## Squeezing selenium: stiffness per volume and cost per atom

In grey selenium each atom is bound to two neighbours in a spiral chain, and the chains stand side by side with room between them. In simple cubic selenium each atom has six equal neighbours and the space is filled more evenly. The table follows these two structures and a third, dhcp, as the whole cell shrinks or grows in density-functional calculations. Each energy curve has its own zero, so the columns compare the cost of deformation and not stability: at scale 1, simple cubic lies about 0.3 eV per atom above the chain crystal.

Selenium in three structures, each cell scaled uniformly from 25.05 (dhcp), 45.40 (trigonal chain) or 24.61 Å³ per atom (simple cubic); Ansatz 0.2.0, BLYP, plane-wave PAW, 420 eV cutoff, scalar-relativistic, no spin polarisation. Energies are for zero smearing, relative to scale 1; pressures, positive in compression, include Fermi-Dirac smearing of 0.1 eV (chain: 0.05 eV).

```csv
volume scale,"energy change, dhcp (meV/atom)","pressure, dhcp (GPa)","energy change, trigonal chain (meV/atom)","pressure, trigonal chain (GPa)","energy change, simple cubic (meV/atom)","pressure, simple cubic (GPa)"
0.88,72.0,8.86,65.5,4.30,79.2,9.78
0.92,28.8,5.20,27.1,2.55,32.2,5.78
0.96,6.2,2.27,6.4,1.15,7.3,2.59
1,0.0,-0.08,0.0,0.02,0.0,0.05
1.04,7.0,-1.96,5.1,-0.89,6.6,-1.97
1.08,24.5,-3.45,19.6,-1.63,24.4,-3.57
1.12,50.4,-4.63,41.5,-2.22,50.9,-4.83
```

**1. Which structure pushes back hardest?**

Simple cubic does, with dhcp close behind. The bulk modulus B for uniform scaling, the pressure gained per fractional loss of volume, is 57 GPa for simple cubic, 53 GPa for dhcp and about 26 GPa for the chain crystal. The name dhcp suggests close packing, but this cell is so flattened along its axis that each atom has six near neighbours at 2.94 Å, as many as in simple cubic and at nearly the same distance, though not always in the same arrangement. Its similar stiffness is therefore no evidence about close-packed selenium.

**2. If the chain crystal is less than half as stiff as simple cubic, why does squeezing it cost nearly as much energy per atom?**

Pressure measures energy per volume, and an atom in the chain crystal occupies 45.4 Å³ against 24.6 Å³ in simple cubic. The same energy per atom is thus spread over nearly twice the space. What sets the cost per atom is the product of B and the volume per atom V, which is 7.2 eV for the chain crystal and 8.8 eV for simple cubic. The likely reason why these values are so similar is that bonds soften as their number grows: the chain has one short, stiff bond per atom, and simple cubic has three longer, softer ones.

**3. Can the energies be estimated from the modulus?**

Atoms resist being pushed together more steeply than being pulled apart, so a plain parabola in the volume is too symmetric. A better measure of strain is f = ½(s^(−2/3) − 1), where s is the volume scale, and the energy is then E = (9/2)BVf². For the chain crystal at s = 0.88, f is 0.0445, which gives E = 4.5 × 7.23 eV × 0.0445² ≈ 64 meV per atom; the table has 65.5.

B comes only from the pressures at 0.96 and 1.04, yet the formula meets the energies of all three structures within 1.6 meV per atom, as the output below shows. Energy and pressure belong to the same calculation, so this success tests the shape of the curves and not the picture of the bonds.

**4. Is it really the chain bonds that resist?**

The direction of the stress gives a clue. Uniform scaling changes the bonds inside the chains as well as the gaps between them, and at every scale but 1, where hardly any stress is left, the stress along the chains is 2.0 to 2.1 times the stress across them. If the bonds alone carried the load, this ratio would fix their slope and, with the known rise of the spiral per atom, their length. The result is 2.37 Å, close to the roughly 2.4 Å of a selenium single bond. The agreement supports the picture, although other forces could in part cancel in the ratio.

**5. What would change if the attraction between chains were included?**

The functional used here, BLYP, lacks dispersion, the weak attraction that draws neighbouring chains together. Its exchange part is also known to push unbonded neighbours apart too strongly. Both faults help to explain why the calculated crystal is swollen far beyond the measured volume of roughly 27 Å³ per atom. If the chains moved closer with their bonds unchanged, the same energy per atom would be packed into less space, and B for uniform scaling would rise to about 25.5 × 45.4/27 ≈ 43 GPa, before any added resistance from contact between the chains.

Neither figure should be used as the modulus of a real piece of grey selenium. Under pressure a real crystal can close the gaps between its chains and largely spare the bonds, which makes it softer than a cell whose every distance must shrink in proportion.

**6. Which digits can be trusted?**

The moduli deserve two digits at most, and only as results of this method, since the PAW datasets were made for the functional PBE and not for BLYP. Energy differences below about 1 meV need more care, as dhcp shows at 4%: expansion costs 7.0 meV per atom and compression 6.2, the reverse of the usual order. Two small effects produce this reversal together. One is a mismatch over the electronic smearing: the pressure, which is close to zero at scale 1, includes the electronic entropy, while the energies in the table are corrected to zero smearing. The free energies, which contain the full entropy term, rise by 6.6 meV both ways.

The other is that the dhcp cell was not fully relaxed: at scale 1 it was on average under slight tension, which favours compression. With that tension removed as well, compression costs 7.1 meV and expansion 6.1, the same order as in the other two structures. The odd pair of energies thus reflects how the calculation was set up, and calls for no special bonding in dhcp.

Printed output of the fit:

```
bulk modulus of trigonal chain from pressures at 0.96 and 1.04, GPa: 25.5
bulk modulus of dhcp from the same two rows, GPa: 52.88
bulk modulus of simple cubic from the same two rows, GPa: 57
volume per atom, chain over simple cubic: 1.845
bulk modulus, chain over simple cubic: 0.4474
modulus times volume per atom, chain, eV: 7.226
modulus times volume per atom, dhcp, eV: 8.267
modulus times volume per atom, simple cubic, eV: 8.755
modulus times volume, chain over simple cubic: 0.8253
energies predicted from the modulus alone and prediction less computed value, meV per atom:
   row  chain  chain miss   dhcp  dhcp miss  cubic  cubic miss
  0.88  64.33      -1.169   73.6        1.6  77.95      -1.251
  0.92  26.56     -0.5387  30.39      1.589  32.18    -0.01601
  0.96  6.187     -0.2129  7.079     0.8787  7.497      0.1969
   1.0      0           0      0          0      0           0
  1.04  5.414      0.3145  6.195    -0.8053  6.561    -0.03936
  1.08  20.33      0.7334  23.26     -1.237  24.64      0.2377
  1.12  43.05       1.546  49.25     -1.152  52.16       1.258
plain parabola for simple cubic at 12 percent either way, meV per atom: 63.04
energy at 0.88 over energy at 1.12, simple cubic: 1.556
energy at 0.88 over energy at 1.12, chain: 1.578
dhcp free energy change at 0.96, meV per atom: 6.575
dhcp free energy change at 1.04, meV per atom: 6.575
dhcp free energy change at 0.96 without the residual pressure, meV per atom: 7.075
dhcp free energy change at 1.04 without the residual pressure, meV per atom: 6.075
distance to the six near neighbours in dhcp at scale 1, angstrom: 2.936
smallest axial over lateral stress of the chain crystal, scale 1 left out as unstressed: 2.006
largest axial over lateral stress of the chain crystal, scale 1 left out: 2.104
chain bond length at scale 1 implied if only chain bonds carry the stress, angstrom: 2.374
simple cubic above chain at scale 1, meV per atom: 299.3
dhcp above chain at scale 1, meV per atom: 422.7
rough chain modulus if the volume were 27 cubic angstrom and the bonds unchanged, GPa: 42.88
```
